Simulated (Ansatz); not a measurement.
# Molybdenum, hcp: HSE06 after PBE

How do the levels change when part of the exchange is made exact, and what does it cost? Spin polarisation is left out. The geometry was relaxed under PBE beforehand and is kept. Exact exchange is dear, so the k-mesh is coarse, and PBE is run on the same mesh for comparison.

Method: DFT, plane waves (420 eV) with PBE-made PAW files, scalar-relativistic; functionals as named at each step, in Ansatz 0.2.0.

### 1 The structure to begin with

Symmetry: P6_3/mmc, No. 194, hexagonal system. Conventional cell: a = 2.760 Å, b = 2.760 Å, c = 4.886 Å, α = 90.00°, β = 90.00°, γ = 120.00°. Mo (site symmetry -6m2) has 12 Mo at 2.76 to 2.92 Å as nearest neighbours.

Coordinates:

```cif
data_structure
_symmetry_space_group_name_H-M 'P6_3/mmc'
_symmetry_Int_Tables_number 194
_cell_length_a 2.7598
_cell_length_b 2.7598
_cell_length_c 4.8865
_cell_angle_alpha 90.000
_cell_angle_beta 90.000
_cell_angle_gamma 120.000
_cell_volume 32.23
loop_
_atom_site_label
_atom_site_type_symbol
_atom_site_symmetry_multiplicity
_atom_site_Wyckoff_symbol
_atom_site_fract_x
_atom_site_fract_y
_atom_site_fract_z
_atom_site_occupancy
Mo1 Mo 2 c 0.33333 0.66667 0.25000 1
```

### 2 PBE on the coarse mesh

The run with PBE.

The input, input.yaml:

```yaml
crystal:
  lattice:
    - [2.7597763899, 0.0, 0.0]
    - [-1.3798881949, 2.3900364624, 0.0]
    - [0.0, 0.0, 4.8864518802]
  atoms:
    - { symbol: Mo, position: [0.3333333333, 0.6666666667, 0.25] }
    - { symbol: Mo, position: [0.6666666667, 0.3333333333, 0.75] }
hamiltonian:
  xc: pbe
  pseudopotentials:
    kind: paw
    azcp:
      Mo: "pseudopotentials/Mo.paw.azcp"
basis:
  ecutwfc: 420
  fft_grid_basis: typed
kpoints:
  mp_grid: { grid: [7, 7, 4], shift: [0, 0, 0] }
magnetization:
  spin_polarized: false
scf:
  occupations: { method: fermi_dirac, width: 0.1 }
```

The run is started by

```
> ansatz run input.yaml --threads 4 --pin off --max-ram 8192MiB --backend cpu --events-out ev --progress --plain --runs-dir out
```

### 3 HSE06, coarse mesh

The run with HSE06.

Edit input.yaml of step 2 so:

```diff
@@ -9,3 +9,3 @@
 hamiltonian:
-  xc: pbe
+  xc: hse06
   pseudopotentials:
@@ -23 +23,6 @@
   occupations: { method: fermi_dirac, width: 0.1 }
+output:
+  write_density: true
+  write_potential: true
+  elf: true
+  volumetric_format: npy
```

(Steps that only read results are left out.)

Before running it: what results should come out? Wanted: PBE: gap; HSE06: gap; HSE06: relative to bcc.

The runs gave:

| quantity | value |
| --- | --- |
| PBE: gap | none (levels filled in part) |
| HSE06: gap | none (levels filled in part) |
| HSE06: SCF cycles, exchange loops | 19, 2 |
| HSE06: CPU time over that of PBE | 21 |
| HSE06: relative to bcc | +574 meV/atom |

Neither PBE nor HSE06 shows a clean gap on this mesh. The hybrid took 21 times as much CPU time as PBE on the same settings. HSE06 needed 2 outer loops of the exchange operator. The dense-mesh value adds -15.5 meV/atom, the change that PBE shows between the coarse mesh and its own dense run (not shown). Under HSE06 it lies 574 meV/atom above bcc (computed apart in the same way); on such meshes a few tens of meV are uncertain for metals. Absolute energies differ from functional to functional, by eV per atom at times, and say nothing by themselves.
